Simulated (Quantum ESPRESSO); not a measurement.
SrCl2:

```xyz
3
Lattice="0.0000 3.4884 3.4884 3.4884 0.0000 3.4884 3.4884 3.4884 0.0000" Properties=species:S:1:pos:R:3 pbc="T T T"
Sr    0.0000    0.0000    0.0000
Cl    5.2325    5.2325    5.2325
Cl    1.7442    1.7442    1.7442
```

Program: Quantum ESPRESSO 7.5. Alike in all runs: no spin polarisation; cell as given; smearing fermi-dirac 0.05 eV.

Task: Order these runs on this cell by their pressure, lowest first.
A. level PBEsol; potentials or basis GBRV 1.5 PBEsol; k mesh 7 × 7 × 7; cutoff (eV) 612
B. level PBE; potentials or basis SG15 PBE 1.2; k mesh 4 × 4 × 4; cutoff (eV) 925
C. level LDA; potentials or basis GBRV 1.5 LDA; k mesh 7 × 7 × 7; cutoff (eV) 612; form of the LDA correlation PZ81

Result: C (-2.9 GPa), A (-1.1 GPa), B (1.0 GPa).

Caveats: this potential file gives levels or pressures that part from those of other sets (some runs).
